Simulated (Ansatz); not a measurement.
Mn3Si:

```
Mn Si
1.0
     0.00000    2.86100    2.86100
     2.86100    0.00000    2.86100
     2.86100    2.86100    0.00000
Mn Si
3 1
Cartesian
  4.2915 4.2915 4.2915
  1.4305 1.4305 1.4305
  2.8610 2.8610 2.8610
  0.0000 0.0000 0.0000
```

* Program: Ansatz 0.2.0
* Task: relaxation of cell and atoms
* Functional: PBEsol
* Potentials or basis: Ansatz PAW
* Cutoff: 420 eV (not typed: the program's choice for these potentials)
* k mesh: 8 × 8 × 8
* Occupations: fermi-dirac, width 0.05 eV
* Spin: collinear spin, ferromagnetic start
* Starting moments: [4.0, 4.0, 4.0, 0.0] μB

At the start: volume 11.71 Å³/atom.

Question: How do energy, volume and symmetry change on relaxing?

Answer: It ends after 5 steps and the volume is 10.77 Å³/atom (-8.0 %); space group Fm-3m (No. 225, to 0.05 Å); moment 1.08 μB per cell.

Step by step:
| step | energy change (eV) | largest force (eV/Å) | volume (Å³) |
| --- | --- | --- | --- |
| 1 | 0.0000 | 0.0000 | 46.84 |
| 2 | -0.1761 | 0.0000 | 44.33 |
| 3 | -0.2005 | 0.0000 | 42.91 |
| 4 | -0.2008 | 0.0000 | 43.08 |
| 5 | -0.2000 | 0.0000 | 43.08 |

Final structure:
```
Mn Si
1.0
     0.00000    2.78232    2.78232
     2.78232    0.00000    2.78232
     2.78232    2.78232    0.00000
Mn Si
3 1
Direct
  0.75000 0.75000 0.75000
  0.25000 0.25000 0.25000
  0.50000 0.50000 0.50000
  0.00000 0.00000 0.00000
```

Caveat: the plane-wave basis is chosen anew once the cell has moved, so the energies of steps on either side of that aren't comparable; the PAW data sets come from PBE, with cores solved anew for the run's functional, which leaves a small shift of forces and pressure; the starting moments weren't kept.
